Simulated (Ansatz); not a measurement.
A run of Ansatz 0.2.0 is set up as follows.

The input input.yaml:

```yaml
crystal:
  lattice:
    - [0.0, 1.964776, 1.964776]
    - [1.964776, 0.0, 1.964776]
    - [1.964776, 1.964776, 0.0]
  atoms:
    - { symbol: Zn, position: [0.0, 0.0, 0.0] }
kpoints:
  mp_grid: { grid: [12, 12, 12] }
scf:
  occupations: { method: fermi_dirac, width: 0.05 }
hamiltonian:
  xc: pbesol
  pseudopotentials: { kind: all_electron, lapw: { basis_error: 0.001 } }
output:
  forces: true
  stress: true
relax:
  f_tol: 0.005
  max_steps: 60
  cell: { p_target: 5 }
```

Potentials or basis: all-electron LAPW, scalar-relativistic.

Command:

```sh
$ ansatz run input.yaml --threads 1 --pin off --max-ram 3072MiB --backend cpu --events-out ev --progress --plain --runs-dir out
```

(1) What does it give for the relaxed cell?

(2) What does it give for the space group after relaxing (to 0.05 Å)?

(3) Estimate the relaxed volume.

Answers

(1) a = 2.667 Å, b = 2.667 Å, c = 2.667 Å, α = 60.00°, β = 60.00°, γ = 60.00°.

(2) Fm-3m (No. 225).

(3) 13.41 Å³/atom.
